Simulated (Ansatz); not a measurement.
Input and command of a plane-wave DFT calculation in Ansatz:

```yaml
crystal:
  lattice:
    - [1.5994260774, 0.9234290764, 7.7548432223]
    - [-1.5994260774, 0.9234290764, 7.7548432223]
    - [0.0, -1.8468581527, 7.7548432223]
  atoms:
    - { symbol: Hf, position: [0.77941866, 0.77941866, 0.77941866] }
    - { symbol: Hf, position: [0.22058134, 0.22058134, 0.22058134] }
    - { symbol: Hf, position: [0.0, 0.0, 0.0] }
    - { symbol: "N", position: [0.61191553, 0.61191553, 0.61191553] }
    - { symbol: "N", position: [0.38808447, 0.38808447, 0.38808447] }
basis:
  ecutwfc: 500
kpoints:
  mp_grid: { grid: [12, 12, 12] }
hamiltonian:
  xc: r2scan
scf:
  occupations: { method: tetrahedron }
output:
  forces: true
  stress: true
  eigenvalues: true
```

```bash
ansatz run input.yaml --threads 1 --pin off --max-ram 2560MiB --backend cpu --events-out ev --progress --plain --runs-dir out
```

Processor: Intel(R) Xeon(R) Processor @ 2.50GHz (Skylake/Cascade Lake), 1 thread, on a host shared with other jobs.

Q: How long does it run, and how much memory does it take?

A: About 2.6 min on 1 thread of Intel(R) Xeon(R) Processor @ 2.50GHz (Skylake/Cascade Lake), on a shared host, peak memory 0.94 GiB. It solves 53 bands at 189 k points (the mesh reduced by symmetry) with about 1733 plane waves, in 11 SCF iterations.
